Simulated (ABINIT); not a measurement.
# AlP (F-43m): G0W0 in ABINIT against the wavefunction cutoff in GW, part 2 of 2

How does the gap of AlP (F-43m) converge in the wavefunction cutoff in GW?

ABINIT 10.8.3; PBE and many-body steps on it, plane waves. Known limits of the many-body steps: not at the basis limit; coarse k mesh.

So far. Step 2 (Screening, 4×4×4 mesh, 69 bands, screening to 130.6 eV): Local fields lower ε∞ by 12 %. On a Γ-centred mesh this coarse the value itself is usually too large, while a short band sum pulls it down. Step 5 (9 Ha): The gap on the mesh goes from 1.56 eV to 2.27 eV, a correction of +0.71 eV.

The database entry behind the starting cell differs from later determinations by our own check (0.1 to 0.3 % short, probably kX units), so it need not match the best structure at ambient conditions.

### Step 6. Screening, 4×4×4 mesh, 69 bands, screening to 130.6 eV

This step: RPA screening on PBE, plane waves, norm-conserving pseudopotentials.

run.abi reads:

```
acell 3*1.0 Angstrom
rprim 
  -0.000000000000 2.725500000000 2.725500000000
  2.725500000000 -0.000000000000 2.725500000000
  2.725500000000 2.725500000000 -0.000000000000
ntypat 2
znucl 13 15
natom 2
typat 1 2
xred 
  0.000000000000 0.000000000000 0.000000000000
  0.250000000000 0.250000000000 0.250000000000
pp_dirpath "pseudos"
pseudos "Al.upf, P.upf"
ecut 18
ngkpt 4 4 4
nshiftk 1
shiftk 0 0 0
kptopt 1
chksymbreak 0
istwfk *1
occopt 1
irdwfk 1
optdriver 3
nband 69
ecuteps 4.8
inclvkb 2
awtr 1
symchi 1
ecutwfn 13.5
indata_prefix "in"
outdata_prefix "out"
tmpdata_prefix "tmp"
```

Launch:

```sh
> OMP_NUM_THREADS=1 mpirun -n 4 abinit run.abi > log
```

Output:

```text
.Version 10.8.3 of ABINIT. v10.8.2 released Aug 2026.

 Symmetries : space group F-4 3 m (#216); Bravais cF (face-center cubic)
[... echo of the input left out ...]
== DATASET  1 ==================================================================
-   mpi_nproc: 4, omp_nthreads: 1 (-1 if OMP is not activated)

--- !DatasetInfo
iteration_state: {dtset: 1, }
dimensions: {natom: 2, nkpt: 8, mband: 69, nsppol: 1, nspinor: 1, nspden: 1, mpw: 656, }
cutoff_energies: {ecut:  13.5, pawecutdg:  -1.0, }
[...]
--------------------------------------------------------------------------------
[... chi0 elements left out ...]
 For q-point:  0.000010 0.000020 0.000030
  dielectric constant =  10.7000
  dielectric constant without local fields =  12.1898

  Average fulfillment of the sum rule on Im[epsilon] for q-point    1 :     82.54  [%]
[... wings left out ...]
  q-point number  2        q = ( 0.250000, 0.000000, 0.000000) [r.l.u.]
--------------------------------------------------------------------------------
[... chi0 elements left out ...]
  Average fulfillment of the sum rule on Im[epsilon] for q-point    2 :     88.88  [%]

 [... 6 further q-points ...]
```

It took 3.7 s on 4 MPI ranks of Arm Neoverse V1, shared host; peak memory 0.32 GiB; 15 s of CPU time.

Numbers from this step:

- ε∞ with local fields, on this mesh, along the program's q direction: 10.7
- the same without local fields: 12.19
- plasma frequency: 16.50 eV
- plane waves in the screening matrix: 137

### Step 7. 13.5 Ha

This step: G0W0 on PBE, plane waves, norm-conserving pseudopotentials.

run.abi, as its differences from that of step 6:

```diff
@@ -23,8 +23,17 @@
 irdwfk 1
-optdriver 3
+optdriver 4
 nband 69
+gwcalctyp 0
+ecutsigx 13.5
+symsigma 1
+nkptgw 2
+kptgw 
+  0.0000000000 0.0000000000 0.0000000000
+  0.5000000000 0.5000000000 0.0000000000
+bdgw 
+  2 8
+  3 6
 ecuteps 4.8
-inclvkb 2
-awtr 1
-symchi 1
+irdscr 1
+ppmodel 1
 ecutwfn 13.5
```

Output:

```text
.Version 10.8.3 of ABINIT. v10.8.2 released Aug 2026.

 Symmetries : space group F-4 3 m (#216); Bravais cF (face-center cubic)
[... echo of the input left out ...]
== DATASET  1 ==================================================================
-   mpi_nproc: 4, omp_nthreads: 1 (-1 if OMP is not activated)

--- !DatasetInfo
iteration_state: {dtset: 1, }
dimensions: {natom: 2, nkpt: 8, mband: 69, nsppol: 1, nspinor: 1, nspden: 1, mpw: 656, }
cutoff_energies: {ecut:  13.5, pawecutdg:  -1.0, }
[...]
Band     E0 <VxcDFT>   SigX SigC(E0)      Z dSigC/dE  Sig(E)    E-E0       E
[...]
5   5.439  -8.286  -4.492  -3.636   0.796  -0.257  -8.160   0.126   5.565
        6   6.343  -9.003  -4.950  -3.710   0.791  -0.264  -8.731   0.272   6.615

== END DATASET(S) ==============================================================
================================================================================

 -outvars: echo values of variables after computation  --------
           etotal      0.0000000000E+00
            nband          69
             nkpt           8
          spgroup         216
 [... the other variables as echoed above ...]

 Calculation completed.
```

Run time: 3.9 s. Hardware: 4 MPI ranks; peak memory 0.35 GiB; 15 s of CPU time.

Numbers from this step:

| Property | Result |
| --- | --- |
| G0W0 gap on the points computed | 2.273 eV |
| starting gap on the mesh | 1.564 eV |
| k of the valence top | 0, 0, 0 |
| k of the conduction bottom | 0.5, 0.5, 0 |
| least direct G0W0 gap on the computed points | 4.202 eV |

Against the run before, the gap moves by −0.002 eV.

### Step 8. Screening, 4×4×4 mesh, 69 bands, screening to 130.6 eV

This step: RPA screening on PBE, plane waves, norm-conserving pseudopotentials.

run.abi, as its differences from that of step 7:

```diff
@@ -23,18 +23,8 @@
 irdwfk 1
-optdriver 4
+optdriver 3
 nband 69
-gwcalctyp 0
-ecutsigx 13.5
-symsigma 1
-nkptgw 2
-kptgw 
-  0.0000000000 0.0000000000 0.0000000000
-  0.5000000000 0.5000000000 0.0000000000
-bdgw 
-  2 8
-  3 6
 ecuteps 4.8
-irdscr 1
-ppmodel 1
-ecutwfn 13.5
+inclvkb 2
+awtr 1
+symchi 1
 indata_prefix "in"
```

Output:

```text
.Version 10.8.3 of ABINIT. v10.8.2 released Aug 2026.

 Symmetries : space group F-4 3 m (#216); Bravais cF (face-center cubic)
[... echo of the input left out ...]
== DATASET  1 ==================================================================
-   mpi_nproc: 4, omp_nthreads: 1 (-1 if OMP is not activated)

--- !DatasetInfo
iteration_state: {dtset: 1, }
dimensions: {natom: 2, nkpt: 8, mband: 69, nsppol: 1, nspinor: 1, nspden: 1, mpw: 1008, }
cutoff_energies: {ecut:  18.0, pawecutdg:  -1.0, }
[...]
--------------------------------------------------------------------------------
[... chi0 elements left out ...]
 For q-point:  0.000010 0.000020 0.000030
  dielectric constant =  10.6981
  dielectric constant without local fields =  12.1864

  Average fulfillment of the sum rule on Im[epsilon] for q-point    1 :     82.54  [%]
[... wings left out ...]
  q-point number  2        q = ( 0.250000, 0.000000, 0.000000) [r.l.u.]
--------------------------------------------------------------------------------
[... chi0 elements left out ...]
  Average fulfillment of the sum rule on Im[epsilon] for q-point    2 :     88.88  [%]

 [... 6 further q-points ...]
```

It took 5.6 s on 4 MPI ranks; peak memory 0.4 GiB; 22 s of CPU time.

This step gave:

```yaml
eps_infinity_with_local_fields_on_this_mesh_along_the_program_s_q_direction: 10.70
the_same_without_local_fields: 12.19
plasma_frequency: 16.51 eV
plane_waves_in_the_screening_matrix: 137
```

### Step 9. 18 Ha

This step: G0W0 on PBE, plane waves, norm-conserving pseudopotentials.

run.abi, as its differences from that of step 8:

```diff
@@ -23,8 +23,17 @@
 irdwfk 1
-optdriver 3
+optdriver 4
 nband 69
+gwcalctyp 0
+ecutsigx 18
+symsigma 1
+nkptgw 2
+kptgw 
+  0.0000000000 0.0000000000 0.0000000000
+  0.5000000000 0.5000000000 0.0000000000
+bdgw 
+  2 8
+  3 6
 ecuteps 4.8
-inclvkb 2
-awtr 1
-symchi 1
+irdscr 1
+ppmodel 1
 indata_prefix "in"
```

Output:

```text
.Version 10.8.3 of ABINIT. v10.8.2 released Aug 2026.

 Symmetries : space group F-4 3 m (#216); Bravais cF (face-center cubic)
[... echo of the input left out ...]
== DATASET  1 ==================================================================
-   mpi_nproc: 4, omp_nthreads: 1 (-1 if OMP is not activated)

--- !DatasetInfo
iteration_state: {dtset: 1, }
dimensions: {natom: 2, nkpt: 8, mband: 69, nsppol: 1, nspinor: 1, nspden: 1, mpw: 1008, }
cutoff_energies: {ecut:  18.0, pawecutdg:  -1.0, }
[...]
Band     E0 <VxcDFT>   SigX SigC(E0)      Z dSigC/dE  Sig(E)    E-E0       E
[...]
5   5.439  -8.285  -4.492  -3.636   0.796  -0.257  -8.160   0.125   5.564
        6   6.343  -9.002  -4.950  -3.710   0.791  -0.264  -8.731   0.271   6.614

== END DATASET(S) ==============================================================
================================================================================

 -outvars: echo values of variables after computation  --------
           etotal      0.0000000000E+00
            nband          69
             nkpt           8
          spgroup         216
 [... the other variables as echoed above ...]

 Calculation completed.
```

It took 4.2 s on 4 MPI ranks; peak memory 0.41 GiB.

Numbers from this step:

```
G0W0 gap on the points computed              : 2.272 eV
starting gap on the mesh                     : 1.564 eV
k of the valence top                         : 0, 0, 0
k of the conduction bottom                   : 0.5, 0.5, 0
least direct G0W0 gap on the computed points : 4.202 eV
```

Against the run before, the gap moves by −0.001 eV.

### Step 10. The runs together

Times are wall times on 4 MPI ranks of Arm Neoverse V1, shared host, good to a factor of about two. A run's time includes the screening step that it read.

```tsv
run	mesh	bands	screening cutoff (eV)	DFT gap (eV)	gap on the mesh (eV)	direct (eV)	ε∞ used	time
5.4 Ha	4×4×4	69	130.6	1.564	2.256	4.194	10.81	6.8 s
9 Ha	4×4×4	69	130.6	1.564	2.275	4.201	10.73	7.8 s
13.5 Ha	4×4×4	69	130.6	1.564	2.273	4.202	10.70	7.6 s
18 Ha	4×4×4	69	130.6	1.564	2.272	4.202	10.70	9.8 s
```

### Step 11. What came out

```
5.4 Ha       : 2.256 eV
9 Ha         : 2.275 eV
13.5 Ha      : 2.273 eV
18 Ha        : 2.272 eV
known limits : not at the basis limit; coarse k mesh
```

The setting moved: wavefunction cutoff in GW. From 5.4 Ha to 18 Ha the gap moves by +0.02 eV. It holds to 0.03 eV from 5.4 Ha on. Bands and screening cutoff are coupled, so a series along one setting does not show full convergence. The exchange cutoff follows the wavefunction cutoff here. Bands and cutoff are finite, so the gap is not at the basis limit. The miss can reach some tenths of an eV and take either sign; the mesh is an error of its own. In the G0W0 runs levels were corrected at 2 k points alone, so a gap called «on the mesh» is the least over those, and an edge elsewhere would be missed. The 4×4×4 mesh is coarse for this cell, which bears on the long-range parts of exchange and screening.

[Paths, hosts, dates, memory and timing lines, banners, echoed tables and standing remarks are left out of the program output.]

[Logs are printed without paths, hosts, clocks, repeated set-up lines and the standing remarks that a program may print on its own settings, such as how far it seeks lower states.]

[Runs of the session that timed out or met a known fault of the program may be left out.]

[Hosts, paths, dates, database ids (printed as entryN), source tags and the programs' standing remarks are cut or masked in the printed files.]

[G0W0 gaps are taken among the corrected bands and points alone; a level outside them can change the order at an edge.]

[Where Ansatz stands beside ABINIT at settings called matched, ABINIT's density can come from a denser mesh and the files from another edition; pairs whose starting gaps differed by over 0.03 eV were left out, so agreement reads better than it is.]
